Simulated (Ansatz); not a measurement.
`O=CCB(F)F` + `COC(C)=O` → `CC(=O)OB(F)F` + `CCC=O`  (formal exchange of groups at a B–C bond)

Computed with Ansatz on PBE0-D4/def2-TZVP structures; ΔE is electronic, products minus reactants. CCSD(T)/CBS adds triple-zeta CCSD(T) − MP2 to the extrapolated MP2 energy (def2 sets, frozen cores). DFT in def2-TZVPP. One conformer a species, not always the lowest.

`O=CCB(F)F`:

```xyz
9

O     1.650    0.468    1.529
C     1.211   -0.024    0.528
C     0.040    0.527   -0.231
B    -1.196   -0.438   -0.250
F    -1.046   -1.749   -0.288
F    -2.429    0.024   -0.255
H     1.657   -0.949    0.107
H    -0.228    1.515    0.145
H     0.342    0.626   -1.285
```

`COC(C)=O`:

Cartesian coordinates in Å:
```
C 0.450 -1.647 0.699
O -0.361 -0.662 0.069
C 0.216 0.539 -0.086
C -0.715 1.501 -0.757
O 1.335 0.784 0.275
H 1.355 -1.830 0.119
H 0.736 -1.327 1.702
H -0.159 -2.547 0.747
H -1.003 1.116 -1.737
H -0.226 2.466 -0.864
H -1.628 1.607 -0.168
```

`CC(=O)OB(F)F`:

```xyz
10

C     0.237    1.515    0.616
C     0.482    0.067    0.357
O     1.489   -0.534    0.559
O    -0.653   -0.544   -0.122
B    -0.651   -1.679   -0.881
F     0.374   -2.058   -1.609
F    -1.766   -2.375   -0.938
H    -0.611    1.627    1.293
H    -0.029    2.013   -0.319
H     1.128    1.968    1.043
```

`CCC=O`:

```xyz
10

C    -0.048    0.967   -0.638
C    -0.402   -0.436   -0.160
C     0.472   -0.866    0.980
O     1.113   -1.880    1.016
H    -0.743    1.300   -1.411
H    -0.093    1.689    0.182
H     0.960    0.997   -1.057
H    -0.324   -1.175   -0.959
H    -1.435   -0.445    0.210
H     0.501   -0.152    1.836
```

```json
{"level": "PBE0-D4", "ΔE (kcal/mol)": "-28.0"}
{"level": "MP2/def2-TZVPP", "ΔE (kcal/mol)": "-29.9"}
```

Question: What does CCSD(T)/CBS give? (Best estimate.)

Answer: Computed: -29.2 kcal/mol. The listed levels differ from it by 1.2, -0.7 kcal/mol.

Largest T1 diagnostic among the species: 0.014.

From PBE to PBE0 (25 % exact exchange), in def2-TZVPP and without D4, ΔE moves by −1.6 kcal/mol. In def2-TZVPP, CCSD(T) changes the Hartree–Fock value by +2.2 kcal/mol (the triples alone add +0.5 kcal/mol) and MP2 by +1.6 kcal/mol.

CCSD(T)/CBS has its own doubt, a few kJ/mol and more with outer-core shells, so smaller differences from it don't rank the levels.
